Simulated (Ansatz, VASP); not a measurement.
**Ir: VASP beside Ansatz**

```xyz
1
Lattice="0.0000 1.9384 1.9384 1.9384 0.0000 1.9384 1.9384 1.9384 0.0000" Properties=species:S:1:pos:R:3 pbc="T T T"
Ir    0.0000    0.0000    0.0000
```

Alike in both runs: task relaxation of cell and atoms; functional PBE; k mesh 18 × 18 × 18; occupations gaussian, width 0.1 eV; no spin polarisation.

|  | VASP | Ansatz |
| --- | --- | --- |
| version | VASP 6.6.1 | Ansatz 0.2.0 |
| potentials or method | VASP PAW PBE potentials, release 64 (Ir) | scalar-relativistic, plane waves, PAW |
| plane-wave cutoff (eV) | 600 | 420 |
| valence electrons in the cell | 9 | 17 |

VASP gave:

```
gap on the k mesh at the Fermi level, each at its own relaxed structure (eV) : none
relaxed volume (Å³/atom)                                                     : 14.52
relaxed cell length with the largest relative difference (Å)                 : 2.738
```

Task: What did Ansatz give for the same quantities?

Result: gap on the k mesh at the Fermi level, each at its own relaxed structure (eV): none; relaxed volume (Å³/atom): 14.50; relaxed cell length with the largest relative difference (Å): 2.737.

A gap of «none» marks a metal or a gap that the smearing closes. The two sets of potentials don't hold the same shells in valence.

Spin-orbit coupling is left out, which matters for the levels of Ir.
